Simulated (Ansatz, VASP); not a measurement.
# One calculation of Zn, two programs

Contents of INCAR:

```
SYSTEM = Zn
  PREC = Accurate
  ENCUT = 520
  EDIFF = 1E-6
  ISMEAR = -1
  SIGMA = 0.05
  LREAL = .False.
  LASPH = .True.
  NELM = 100
  ALGO = Fast
  ISIF = 2
  LWAVE = .False.
  LCHARG = .True.
  GGA = PS
  LELF = .True.
  LVHAR = .True.
  NBANDS = 12
```

Contents of KPOINTS:

```
regular mesh
0
Gamma
  12 12 12
  0 0 0
```

The input POSCAR:

```
Zn
1.0
    0.0000000000      1.9382217178      1.9382217178
    1.9382217178      0.0000000000      1.9382217178
    1.9382217178      1.9382217178      0.0000000000
Zn
1
Direct
    0.0000000000      0.0000000000      0.0000000000
```

The input input.yaml:

```yaml
crystal:
  lattice:
    - [0.0, 1.9382217178, 1.9382217178]
    - [1.9382217178, 0.0, 1.9382217178]
    - [1.9382217178, 1.9382217178, 0.0]
  atoms:
    - { symbol: Zn, position: [0.0, 0.0, 0.0] }
kpoints:
  mp_grid: { grid: [12, 12, 12] }
scf:
  occupations: { method: fermi_dirac, width: 0.05 }
hamiltonian:
  xc: pbesol
  pseudopotentials: { kind: all_electron, lapw: { basis_error: 0.001 } }
output:
  forces: true
  stress: true
  eigenvalues: true
```

Change from the starting cell: volume scaled by 0.96.

Alike in both runs: task single point; functional PBEsol; k mesh 12 × 12 × 12; occupations fermi-dirac, width 0.05 eV; no spin polarisation.

|  | VASP | Ansatz |
| --- | --- | --- |
| version | VASP 6.6.1 | Ansatz 0.2.0 |
| potentials or method | VASP PAW PBE potentials, release 64 (Zn) | all-electron LAPW, scalar-relativistic |
| plane-wave cutoff (eV) | 520 | see its input |

VASP gave:

```
gap on the k mesh at the Fermi level (eV) : none
pressure (GPa)                            : -2.1
```

Task: What did Ansatz give for the same quantities?

Result: gap on the k mesh at the Fermi level (eV): none; pressure (GPa): -2.5.

A gap of «none» marks a metal or a gap that the smearing closes. Ansatz ran all-electron here, so the differences hold the error of VASP's frozen core and of both bases.

Caveats: the PAW data sets were made with another functional, which shifts forces and pressure a little (VASP).
